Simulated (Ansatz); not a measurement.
SrCl₂, DFT, LDA, all-electron PAW with datasets made for the crystal, scalar-relativistic (Ansatz 0.2.0), run on 1 thread of Arm Neoverse V1 on a shared host.

The cell comes from COD entry 1541509, which wasn't checked; take it as a given geometry. The listed cell was then made from it by scaling, straining or moving an atom.

Command: `ansatz run input.yaml --threads 1 --pin off --max-ram 4096MiB --backend cpu --events-out ev --progress --plain --runs-dir out`

```yaml
crystal:
  lattice:
    - [0.0, 3.55521, 3.4855]
    - [3.55521, 0.0, 3.4855]
    - [3.55521, 3.55521, 0.0]
  atoms:
    - { symbol: Sr, position: [0.0, 0.0, 0.0] }
    - { symbol: Cl, position: [0.25, 0.25, 0.25] }
    - { symbol: Cl, position: [0.75, 0.75, 0.75] }
kpoints:
  mp_grid: { grid: [8, 8, 8] }
scf:
  occupations: { method: fermi_dirac, width: 0.01 }
hamiltonian:
  xc: lda
  pseudopotentials: { kind: all_electron, datasets: crystal }
output:
  forces: true
  stress: true
  eigenvalues: true
  efg: { contact_densities: true }
```

Q: How large is the problem that the program sets up?

A: 59 irreducible k-points, 637 plane waves at Γ, 16 bands.

Q: About how long does it take, and how much memory does it use?

A: 7.4 s of wall time for 7 SCF iterations, with a peak of 0.44 GiB. Times on shared machines scatter by tens of per cent.

Q: And the same cell and mesh by frozen-core PAW, asked for forces, stress, eigenvalues, efg, write_density, write_potential, elf, on the same hardware?

A: 7.3 s, peak memory 0.39 GiB.
